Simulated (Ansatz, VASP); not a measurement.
# C: VASP beside Ansatz

The input INCAR:

```
PREC     = Accurate       # precision mode
ENCUT    = 520            # plane-wave cutoff, eV
EDIFF    = 1E-7           # SCF threshold, eV
ISMEAR   = 0              # smearing method
SIGMA    = 0.1            # smearing width, eV
LREAL    = False          # projectors in reciprocal space
LASPH    = True           # aspherical terms in the spheres
NELM     = 100            # most SCF steps
ALGO     = Normal         # electronic algorithm
ISIF     = 2              # what is computed and relaxed
LWAVE    = False          # write WAVECAR
LCHARG   = False          # write CHGCAR
GGA      = PE             # functional
NBANDS   = 21             # bands
```

The input KPOINTS:

```
Automatic mesh
0
Gamma
  6 6 6
```

The input POSCAR:

```
C
1.0
    4.2123476800      0.0000000000      0.0000000000
   -2.1061738400      3.6480001000      0.0000000000
    0.0000000000      0.0000000000      3.5742953100
C
6
Direct
    0.8000000000      0.4000000000      0.1666666700
    0.6000000000      0.4000000000      0.8333333300
    0.6000000000      0.2000000000      0.5000000000
    0.2000000000      0.6000000000      0.1666666700
    0.4000000000      0.6000000000      0.8333333300
    0.4000000000      0.8000000000      0.5000000000
```

Input for Ansatz:

```yaml
crystal:
  lattice:
    - [4.21234768, 0.0, 0.0]
    - [-2.10617384, 3.6480001, 0.0]
    - [0.0, 0.0, 3.57429531]
  atoms:
    - { symbol: C, position: [0.8, 0.4, 0.16666667] }
    - { symbol: C, position: [0.6, 0.4, 0.83333333] }
    - { symbol: C, position: [0.6, 0.2, 0.5] }
    - { symbol: C, position: [0.2, 0.6, 0.16666667] }
    - { symbol: C, position: [0.4, 0.6, 0.83333333] }
    - { symbol: C, position: [0.4, 0.8, 0.5] }
basis:
  ecutwfc: 420
kpoints:
  mp_grid: { grid: [6, 6, 6] }
hamiltonian:
  xc: pbe
scf:
  occupations: { method: gaussian, width: 0.1 }
  lower_state_search: "off"
output:
  forces: true
  stress: true
  eigenvalues: true
```

Alike in both runs: task single point; functional PBE; k mesh 6 × 6 × 6; occupations gaussian, width 0.1 eV; no spin polarisation.

|  | VASP | Ansatz |
| --- | --- | --- |
| version | VASP 6.6.1 | Ansatz 0.2.0 |
| potentials or method | VASP PAW PBE potentials, release 64 (C) | scalar-relativistic, plane waves, PAW |
| plane-wave cutoff (eV) | 520 | 420 |
| valence electrons in the cell | 24 | 24 |

Ansatz gave:

| Quantity | Value |
| --- | --- |
| gap on the k mesh at the Fermi level (eV) | none |
| pressure (GPa) | -6.7 |
| largest component of the traceless stress (GPa) | 31.21 |
| rms of the force components (eV/Å) | 0.308 |

Problem. Estimate VASP's values.

Solution. gap on the k mesh at the Fermi level (eV): none; pressure (GPa): -6.3; largest component of the traceless stress (GPa): 31.31; rms of the force components (eV/Å): 0.306.

Atom by atom the forces differ by 0.002 eV/Å (rms over components). A gap of «none» marks a metal or a gap that the smearing closes.
